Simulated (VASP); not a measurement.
# Results of a VASP single-point calculation on BaHfO$_{3}$ (strained cubic perovskite)

POSCAR

```
Ba Hf O
 1.0000000000000000
     4.2188293585999999    0.0000000000000000    0.0000000000000000
     0.0000000000000000    4.2188293585999999    0.0000000000000000
     0.0000000000000000    0.0000000000000000    4.2188293585999999
 Ba  Hf  O
   1   1   3
Cartesian
  0.0000000000000000  0.0000000000000000  0.0000000000000000
  2.1094146792999999  2.1094146792999999  2.1094146792999999
  2.1094146792999999  2.1094146792999999  0.0000000000000000
  2.1094146792999999  0.0000000000000000  2.1094146792999999
  0.0000000000000000  2.1094146792999999  2.1094146792999999
```

```
gap between bands v and c : 4.04 eV
least direct gap          : 4.31 eV
```

Band v is the last that the valence electrons fill when counted band by band, and c is the next. Levels in eV from the top of v:

```tsv
point	v−1	v	c	c+1
Γ	-0.27	-0.27	4.04	4.04
X	-0.60	-0.60	4.56	6.66
M	-0.94	-0.07	6.57	6.57
R	0.00	0.00	6.55	6.55
```

Which of these levels of theory gave these results?
A. PBE0
B. HSE06
C. PBE with spin–orbit coupling
D. r²SCAN
E. PBE
F. PBEsol
G. LDA

D.

The INCAR was:

```
SIGMA = 0.01
IBRION = -1
NBANDS = 27
NELM = 120
METAGGA = R2SCAN
ALGO = Normal
LCHARG = .FALSE.
ISMEAR = 0
PREC = Accurate
LREAL = .FALSE.
LWAVE = .FALSE.
ISIF = 2
LASPH = .TRUE.
EDIFF = 1E-7
NSW = 0
ENCUT = 520
```
